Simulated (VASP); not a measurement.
Ag: single point with PBE

Crystal: Ag.

```
CELL_PARAMETERS angstrom
2.95307 0.00000 0.00000
-1.47653 2.55743 0.00000
0.00000 0.00000 4.75923
ATOMIC_POSITIONS crystal
Ag 0.33333 0.66667 0.75000
Ag 0.66667 0.33333 0.25000
```

The cell was built by a generator and needn't be a form met in nature.

```json
{"Program": "VASP 6.6.1", "Task": "single point", "Functional": "PBE", "Potentials or basis": "VASP PAW PBE potentials, release 64 (Ag)", "Cutoff": "520 eV", "k mesh": "8 × 8 × 4", "Occupations": "gaussian, width 0.05 eV", "Spin": "no spin polarisation"}
```

The pressure is 0.0 GPa. The band gap on the k mesh is none (metal or under the smearing width).

Stress tensor (GPa, compression positive):
```
 0.00  0.00  0.00
 0.00  0.00  0.00
 0.00  0.00 -0.12
```

Levels at points of the mesh, in eV from the Fermi level:
```tsv
k point	band 9	band 10	band 11	band 12	band 13	band 14
(0.00, 0.00, 0.00)	-3.85	-2.88	-2.88	0.03	3.68	15.59
(0.50, 0.00, 0.00)	-2.69	-2.65	0.28	1.56	6.93	7.18
(0.00, 0.00, 0.50)	-3.17	-3.17	-3.17	-3.17	11.23	11.23
(0.50, 0.00, 0.50)	-2.70	-2.70	1.00	1.00	4.46	4.46
```

Run time: 6.8 s on 1 thread of Intel(R) Xeon(R) 6975P-C (Granite Rapids), on a shared host, peak memory 0.15 GiB.
